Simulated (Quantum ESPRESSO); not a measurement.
# Pb (P6_3/mmc) in Quantum ESPRESSO: single point with PBEsol

Aim: the single point of Pb with PBEsol.

Everything below comes from runs of Quantum ESPRESSO 7.5. Logs are shortened: lines on timing, memory, paths and dates and some standing lists are left out, and cuts for length are marked.

**1. The structure**

Symmetry: P6_3/mmc, No. 194, hexagonal system. The conventional cell has a = 3.480 Å, b = 3.480 Å, c = 5.590 Å, α = 90.00°, β = 90.00°, γ = 120.00°. Pb (site symmetry -6m2) is surrounded by 12 Pb at 3.44 to 3.48 Å.

This isn't the form of Pb at room conditions, which is fcc.

**2. Single point, PBEsol**

Input file run.py:

```python
import numpy as np
from ase.calculators.espresso import Espresso, EspressoProfile
from ase import Atoms

atoms = Atoms(['Pb', 'Pb'],
              cell=[[3.48, 0.0, 0.0], [-1.74, 3.0137684052, 0.0], [0.0, 0.0, 5.59]],
              scaled_positions=[[0.6666666667, 0.3333333333, 0.75], [0.3333333333, 0.6666666667, 0.25]],
              pbc=True)

input_data = {
    'control': {'calculation': 'scf', 'prefix': 'pwscf', 'outdir': './tmp', 'tprnfor': True, 'tstress': True, 'disk_io': 'nowf'},
    'system': {'ecutwfc': 45.0, 'ecutrho': 360.0, 'nbnd': 21, 'occupations': 'smearing', 'smearing': 'fd', 'degauss': 0.00367493},
    'electrons': {'conv_thr': 4e-10, 'electron_maxstep': 120, 'mixing_beta': 0.5},
}
pseudopotentials = {'Pb': 'pb_pbesol_v1.uspp.F.UPF'}
profile = EspressoProfile(command='mpirun -n 2 pw.x -nk 2', pseudo_dir='pseudo')
dft = Espresso(profile=profile, input_data=input_data, pseudopotentials=pseudopotentials, kpts=(9, 9, 5), koffset=(0, 0, 0))
atoms.calc = dft

print(f'energy {atoms.get_potential_energy():.8f} eV')
print('forces (eV/A)')
print(np.round(atoms.get_forces(), 6))
print('stress (eV/A^3, Voigt)')
print(np.round(atoms.get_stress(), 8))
print(f'Fermi level {dft.get_fermi_level():.4f} eV')
```

Potentials or basis: GBRV 1.5 PBEsol.

Started as:

```sh
$ OMP_NUM_THREADS=1 python run.py
```

The log of the run:

```text
energy -4459.60569966 eV
forces (eV/A)
[[ 0.  0.  0.]
 [-0. -0.  0.]]
stress (eV/A^3, Voigt)
[ 0.00264429  0.00264429 -0.0208431  -0.         -0.          0.        ]
Fermi level 11.5796 eV
```

espresso.pwi:

```text
&CONTROL
   calculation      = 'scf'
   tstress          = .true.
   tprnfor          = .true.
   outdir           = './tmp'
   prefix           = 'pwscf'
   disk_io          = 'nowf'
   pseudo_dir       = 'pseudo'
/
&SYSTEM
   nbnd             = 21
   ecutwfc          = 45.0
   ecutrho          = 360.0
   occupations      = 'smearing'
   degauss          = 0.00367493
   smearing         = 'fd'
   ntyp             = 1
   nat              = 2
   ibrav            = 0
/
&ELECTRONS
   electron_maxstep = 120
   conv_thr         = 4e-10
   mixing_beta      = 0.5
/
&IONS
/
&CELL
/
&FCP
/
&RISM
/
ATOMIC_SPECIES
Pb 207.2 pb_pbesol_v1.uspp.F.UPF

K_POINTS automatic
9 9 5  0 0 0

CELL_PARAMETERS angstrom
3.48000000000000 0.00000000000000 0.00000000000000
-1.74000000000000 3.01376840520000 0.00000000000000
0.00000000000000 0.00000000000000 5.59000000000000

ATOMIC_POSITIONS angstrom
Pb 1.7400000002 1.0045894683 4.1925000000  
Pb -0.0000000002 2.0091789369 1.3975000000
```

espresso.pwo:

```text
This program is part of the open-source Quantum ESPRESSO suite
     for quantum simulation of materials; please cite
         "P. Giannozzi et al., J. Phys.:Condens. Matter 21 395502 (2009);
         "P. Giannozzi et al., J. Phys.:Condens. Matter 29 465901 (2017);
         "P. Giannozzi et al., J. Chem. Phys. 152 154105 (2020);
     in publications or presentations arising from this work. More details at

Warning: card &CELL ignored
Warning: card &FCP ignored
Warning: card &RISM ignored

     Message from routine setup:
     using ibrav=0 with symmetry is DISCOURAGED, use correct ibrav instead

     K-points division:     npool     =       2
     Subspace diagonalization in iterative solution of the eigenvalue problem:
     a serial algorithm will be used

     G-vector sticks info
     --------------------
     sticks:   dense  smooth     PW     G-vecs:    dense   smooth      PW
     Sum        1069     535    163                45627    16131    2707

     Using Slab Decomposition

     bravais-lattice index     =            0
     lattice parameter (alat)  =       6.5762  a.u.
     unit-cell volume          =     395.6376 (a.u.)^3
     number of atoms/cell      =            2
     number of atomic types    =            1
     number of electrons       =        28.00
     number of Kohn-Sham states=           21
     kinetic-energy cutoff     =      45.0000  Ry
     charge density cutoff     =     360.0000  Ry
     scf convergence threshold =      4.0E-10
     mixing beta               =       0.5000
     number of iterations used =            8  plain     mixing
     Exchange-correlation= SLA  PW   PSX  PSC
                           (   1   4  10   8   0   0   0)

     celldm(1)=   6.576247  celldm(2)=   0.000000  celldm(3)=   0.000000
     celldm(4)=   0.000000  celldm(5)=   0.000000  celldm(6)=   0.000000

     crystal axes: (cart. coord. in units of alat)
               a(1) = (   1.000000   0.000000   0.000000 )
               a(2) = (  -0.500000   0.866025   0.000000 )
               a(3) = (   0.000000   0.000000   1.606322 )

     reciprocal axes: (cart. coord. in units 2 pi/alat)
               b(1) = (  1.000000  0.577350 -0.000000 )
               b(2) = (  0.000000  1.154701  0.000000 )
               b(3) = (  0.000000 -0.000000  0.622540 )

     PseudoPot. # 1 for Pb read from file:
     pb_pbesol_v1.uspp.F.UPF
     Pseudo is Ultrasoft + core correction, Zval = 14.0
     Generated by new atomic code, or converted to UPF format
     Using radial grid of  899 points,  6 beta functions with:
                l(1) =   0
                l(2) =   0
                l(3) =   1
                l(4) =   1
                l(5) =   2
                l(6) =   2
     Q(r) pseudized with  6 coefficients,  rinner =    1.000   1.000   1.000
                                                       1.000   1.000

     atomic species   valence    mass     pseudopotential
     Pb               14.00   207.20000     Pb( 1.00)

     24 Sym. Ops., with inversion, found (12 have fractional translation)

   Cartesian axes

     site n.     atom                  positions (alat units)
         1        Pb     tau(   1) = (   0.5000000   0.2886751   1.2047414  )
         2        Pb     tau(   2) = (  -0.0000000   0.5773503   0.4015805  )

     number of k points=    36  Fermi-Dirac smearing, width (Ry)=  0.0037
                       cart. coord. in units 2pi/alat
        k(    1) = (   0.0000000   0.0000000   0.0000000), wk =   0.0049383
        k(    2) = (   0.0000000   0.0000000   0.1245081), wk =   0.0098765
        k(    3) = (   0.0000000   0.0000000   0.2490161), wk =   0.0098765
        k(    4) = (   0.0000000   0.1283001   0.0000000), wk =   0.0296296
        k(    5) = (   0.0000000   0.1283001   0.1245081), wk =   0.0592593
        k(    6) = (   0.0000000   0.1283001   0.2490161), wk =   0.0592593
[... 28 lines left out ...]
        k(   35) = (   0.3333333   0.5773503   0.1245081), wk =   0.0197531
        k(   36) = (   0.3333333   0.5773503   0.2490161), wk =   0.0197531

     Dense  grid:    45627 G-vectors     FFT dimensions: (  40,  40,  64)

     Smooth grid:    16131 G-vectors     FFT dimensions: (  30,  30,  48)

     Check: negative core charge=   -0.000002

     Initial potential from superposition of free atoms

     starting charge      27.9958, renormalised to      28.0000

     negative rho (up, down):  3.174E-02 0.000E+00
     Starting wfcs are   18 randomized atomic wfcs +    3 random wfcs

     Self-consistent Calculation

     iteration #  1     ecut=    45.00 Ry     beta= 0.50
     Davidson diagonalization with overlap
     ethr =  1.00E-02,  avg # of iterations =  4.2

     Threshold (ethr) on eigenvalues was too large:
     Diagonalizing with lowered threshold

     Davidson diagonalization with overlap
     c_bands:  2 eigenvalues not converged
     c_bands:  1 eigenvalues not converged
     ethr =  2.07E-05,  avg # of iterations =  8.4

     negative rho (up, down):  3.186E-02 0.000E+00

     total energy              =    -327.77418465 Ry
     estimated scf accuracy    <       0.00593980 Ry

     iteration #  2     ecut=    45.00 Ry     beta= 0.50
     Davidson diagonalization with overlap
     ethr =  2.12E-05,  avg # of iterations =  2.3

     negative rho (up, down):  3.215E-02 0.000E+00

     total energy              =    -327.77493327 Ry
     estimated scf accuracy    <       0.00036424 Ry

     iteration #  3     ecut=    45.00 Ry     beta= 0.50
     Davidson diagonalization with overlap
     c_bands:  2 eigenvalues not converged
     c_bands:  2 eigenvalues not converged
     ethr =  1.30E-06,  avg # of iterations = 11.6

     negative rho (up, down):  3.247E-02 0.000E+00

     total energy              =    -327.77499084 Ry
     estimated scf accuracy    <       0.00004277 Ry
[... 17 lines left out ...]
     total energy              =    -327.77500192 Ry
     estimated scf accuracy    <       0.00000004 Ry

     iteration #  6     ecut=    45.00 Ry     beta= 0.50
     Davidson diagonalization with overlap
     c_bands:  3 eigenvalues not converged
     c_bands:  1 eigenvalues not converged
     ethr =  1.60E-10,  avg # of iterations =  3.9

     negative rho (up, down):  3.257E-02 0.000E+00

     total energy              =    -327.77500193 Ry
     estimated scf accuracy    <          6.3E-09 Ry

     iteration #  7     ecut=    45.00 Ry     beta= 0.50
     Davidson diagonalization with overlap
     ethr =  2.25E-11,  avg # of iterations =  3.1

     negative rho (up, down):  3.257E-02 0.000E+00

     End of self-consistent calculation

          k = 0.0000 0.0000 0.0000 (  1985 PWs)   bands (ev):

    -5.4440  -5.3939  -5.3939  -5.3930  -5.3687  -5.3687  -5.3153  -5.3153
    -5.1174  -5.1174  -0.3792   3.5995   7.2888  17.1782  17.1782  19.0777
    19.0777  19.3922  19.3972  19.7567  20.4075

          k = 0.0000 0.0000 0.1245 (  1991 PWs)   bands (ev):

    -5.4363  -5.4089  -5.4089  -5.3945  -5.3794  -5.3794  -5.2791  -5.2791
    -5.1281  -5.1281  -0.1742   2.7492   8.5666  17.3418  17.3418  17.5211
    18.8914  18.8914  19.3950  19.4084  20.4889

          k = 0.0000 0.0000 0.2490 (  1990 PWs)   bands (ev):

    -5.4187  -5.4157  -5.4157  -5.4024  -5.4015  -5.4015  -5.2164  -5.2164
    -5.1617  -5.1617   0.4428   1.4569  11.1299  14.2117  17.7923  17.7923
    18.3907  18.3907  19.4011  19.4062  20.7196

          k = 0.0000 0.1283 0.0000 (  2010 PWs)   bands (ev):

    -5.4460  -5.4094  -5.3669  -5.3636  -5.3489  -5.3395  -5.3301  -5.3275
    -5.1392  -5.1128  -0.1629   3.7572   7.5453  15.0647  16.3609  17.5959
    19.3027  19.4068  19.4162  19.4350  20.4708

          k = 0.0000 0.1283 0.1245 (  1999 PWs)   bands (ev):

    -5.4433  -5.4074  -5.3883  -5.3844  -5.3678  -5.3502  -5.2841  -5.2806
    -5.1478  -5.1250   0.0423   2.9359   8.7794  15.2613  16.5602  16.8995
    17.9886  18.8735  19.4102  19.4150  20.0654
[... 165 lines left out ...]
    -5.4590  -5.4482  -5.3728  -5.3604  -5.3345  -5.2426  -5.2155  -5.1999
    -5.1161  -5.0910   3.9476   4.4542   8.5157   9.0371  10.9086  11.7978
    15.4310  16.7181  19.4042  19.4129  19.9926

          k = 0.3333 0.5774 0.0000 (  2025 PWs)   bands (ev):

    -5.5121  -5.3577  -5.3577  -5.3242  -5.3242  -5.3003  -5.2313  -5.1464
    -5.1464  -5.1142   4.2767   4.2767   8.6750  11.1431  11.1431  12.4175
    12.7110  12.7110  16.5422  19.4159  19.4159

          k = 0.3333 0.5774 0.1245 (  2025 PWs)   bands (ev):

    -5.4765  -5.4026  -5.4026  -5.2941  -5.2923  -5.2923  -5.2377  -5.1541
    -5.1327  -5.1327   4.3689   4.3689   8.9057  10.0498  10.0498  11.7485
    14.2527  14.2527  17.5110  19.4153  19.4153

          k = 0.3333 0.5774 0.2490 (  2013 PWs)   bands (ev):

    -5.4417  -5.4417  -5.3814  -5.2823  -5.2740  -5.2740  -5.2541  -5.2518
    -5.1110  -5.1110   4.5376   4.5376   9.1008   9.1008   9.5699  10.5826
    16.3663  16.3663  19.4108  19.4108  19.5871

     the Fermi energy is    11.5796 ev

!    total energy              =    -327.77500194 Ry
     estimated scf accuracy    <          1.3E-10 Ry
     smearing contrib. (-TS)   =      -0.00078113 Ry
     internal energy E=F+TS    =    -327.77422081 Ry

     The total energy is F=E-TS. E is the sum of the following terms:
     one-electron contribution =     -58.54339494 Ry
     hartree contribution      =      51.21123721 Ry
     xc contribution           =    -126.14488038 Ry
     ewald contribution        =    -194.29718270 Ry

     convergence has been achieved in   7 iterations

     negative rho (up, down):  3.257E-02 0.000E+00

     Forces acting on atoms (cartesian axes, Ry/au):

     atom    1 type  1   force =     0.00000000    0.00000000    0.00000000
     atom    2 type  1   force =    -0.00000000   -0.00000000    0.00000000

     Total force =     0.000000     Total SCF correction =     0.000000

     Computing stress (Cartesian axis) and pressure

     negative rho (up, down):  3.257E-02 0.000E+00
          total   stress  (Ry/bohr**3)                   (kbar)     P=        8.31
  -0.00002880  -0.00000000   0.00000000           -4.24       -0.00        0.00
  -0.00000000  -0.00002880   0.00000000           -0.00       -4.24        0.00
   0.00000000   0.00000000   0.00022701            0.00        0.00       33.40

=------------------------------------------------------------------------------=
   JOB DONE.
=------------------------------------------------------------------------------=
```

It took 13 s on 2 MPI ranks of Arm Neoverse V2, shared host; peak memory 0.28 GiB.

Results:

- Free energy: -4459.6061 eV
- Pressure: 0.8 GPa
- Band gap on the k mesh: none (metal or under the smearing width)

Levels at points of the mesh, in eV from the Fermi level:
```tsv
k point	band 12	band 13	band 14	band 15	band 16	band 17
(0.00, 0.00, 0.00)	-7.98	-4.29	5.60	5.60	7.50	7.50
```
